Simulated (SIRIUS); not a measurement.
SiO2 in SIRIUS: the effect of functional

Crystal: SiO2.

```
Si O
1.0
    -4.47204    4.47204    2.61177
     4.47204   -4.47204    2.61177
     4.47204    4.47204   -2.61177
Si O
4 8
Direct
  0.82311 0.82311 0.64622
  0.17689 0.82311 0.00000
  0.82311 0.17689 0.00000
  0.17689 0.17689 0.35378
  0.00000 0.79145 0.79145
  0.20855 0.00000 0.20855
  0.79145 0.00000 0.79145
  0.00000 0.20855 0.20855
  0.00000 0.00000 0.50000
  0.50000 0.00000 0.00000
  0.00000 0.50000 0.00000
  0.50000 0.50000 0.50000
```

The cell comes from a database or a generator and needn't be the stable form of this composition.

Alike in all runs:

```yaml
Program: SIRIUS 7.12.0
Task: single point
Potentials_or_basis: PseudoDojo 0.4.1 PBE standard (scalar relativistic)
Cutoff: 1152 eV
Density_cutoff: 4606 eV
k_mesh: 3 × 3 × 3
Occupations: fermi-dirac, width 0.05 eV
Spin: no spin polarisation
```

| functional | gap on the mesh (eV) | pressure (GPa) | largest force (eV/Å) |
| --- | --- | --- | --- |
| LDA | 5.25 | 1.7 | 0.12 |
| PBE | 5.50 | 3.3 | 0.19 |
| PBEsol | ? | ? | ? |
| RPBE | 5.55 | 4.0 | 0.22 |
| revPBE | 5.70 | 3.9 | 0.21 |
| BLYP | 5.49 | 5.4 | 0.24 |
| PW91 | 5.51 | 3.2 | 0.18 |
| AM05 | 5.69 | 2.5 | 0.16 |
| EV93PW91 | 5.48 | 6.6 | 0.32 |
| LDA-PZ | 5.25 | 1.8 | 0.13 |
| LDA-VWN | 5.26 | 1.6 | 0.12 |

Problem. What does the run with functional PBEsol give?

Solution. gap on the mesh 5.54 eV; pressure 2.3 GPa; largest force 0.15 eV/Å.

Caveats: all runs use coarse meshes; the potentials were made for another functional, which shifts forces and pressure (some runs); the potentials were made for a functional far from this one (some runs).

